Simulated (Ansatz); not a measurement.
System: rutile GeO2. Method: PBE-D3(BJ) in Ansatz (PAW).

Settings: plane-wave cutoff 520 eV, 8×8×12 k mesh (along the axes of the cell as run), Fermi–Dirac smearing 0.01 eV, scalar-relativistic PAW data made under PBE.

Computed at the level's own relaxed cell.

Problem. What does this level give for the c axis length, volume per atom and pressure derivative B′ of the bulk modulus?

Solution. 
- c axis length = 2.899 Å
- volume per atom = 9.58 Å³/atom
- pressure derivative B′ of the bulk modulus = 6.2

Measured, for comparison: lattice parameter c 2.862 Å (room temperature, no zero-point or thermal correction; as tabulated in Hiroi (2015), arXiv:1503.02262). Computed (rounded) less measured: lattice parameter c +1.3 %.

Note: the bulk modulus comes from volumes at which shape and atoms were relaxed.

Computed values are for the static lattice.

It cost around 3 core-minutes (rough) of CPU time.

Ansatz is an electronic-structure program.
